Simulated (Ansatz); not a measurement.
**Run times of several calculations on Zr3N4**

Cell: 14 atoms, space group I-43d, a = 5.837 Å, b = 5.837 Å, c = 5.837 Å, α = 109.47°, β = 109.47°, γ = 109.47°.

All runs are DFT with Ansatz 0.2.0 on 1 thread of AMD EPYC 9R14 (Zen 4) (x86_64; 16 cores open to the job, memory cap 3.0 GiB, no GPU), a shared host.

(1) Rank the runs by wall time, shortest first.
A. single point at relaxed positions, r2SCAN, gradients read without the response of the cores, 500 eV, 6×6×6 k-points, smearing 0.02 eV
B. single point, PBE, gradients read without the response of the cores, 420 eV, 6×6×6 k-points, smearing 0.02 eV
C. relaxation of the ions, PBE, gradients read without the response of the cores, 420 eV, 6×6×6 k-points, smearing 0.02 eV

Results:

(1) B (10 s, 0.48 GiB), A (19 s, 0.81 GiB), C (28 s, 0.53 GiB).
